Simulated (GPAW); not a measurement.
Crystal: BaTiO3 (Barioperovskite).

```
Ba Ti O
1.0
     3.98550    0.00000    0.00000
     0.00000    2.83690    2.84515
     0.00000   -2.83690    2.84515
Ba Ti O
1 1 3
Direct
  0.00000 0.00000 0.00000
  0.50000 0.51240 0.51240
  0.50000 0.99184 0.50524
  0.50000 0.50524 0.99184
  0.00000 0.48740 0.48740
```

Base run:

- Program: GPAW 26.7.0
- Functional: PW91
- Potentials or basis: PAW data sets generated in the run's folder for this functional
- Cutoff: 800 eV
- Basis: pw
- k mesh: 5 × 5 × 5
- Occupations: fermi-dirac, width 0.05 eV
- Spin: no spin polarisation

Its results: band gap on the k mesh 2.01 eV, indirect (least direct gap 2.08 eV); pressure 3.0 GPa; largest force 0.253 eV/Å.

Task: The run is repeated on the same cell with these changes: functional from PW91 to BLYP. What comes out?

Result: Band gap on the k mesh 2.05 eV, indirect (least direct gap 2.12 eV); pressure 9.0 GPa; largest force 0.258 eV/Å.

BLYP binds less tightly than PW91, so the same cell stands under more pressure.

Caveats: spin-orbit coupling is left out, which moves the levels of the heavy elements; an odd mesh through Γ misses points on the zone boundary, where band edges often lie.
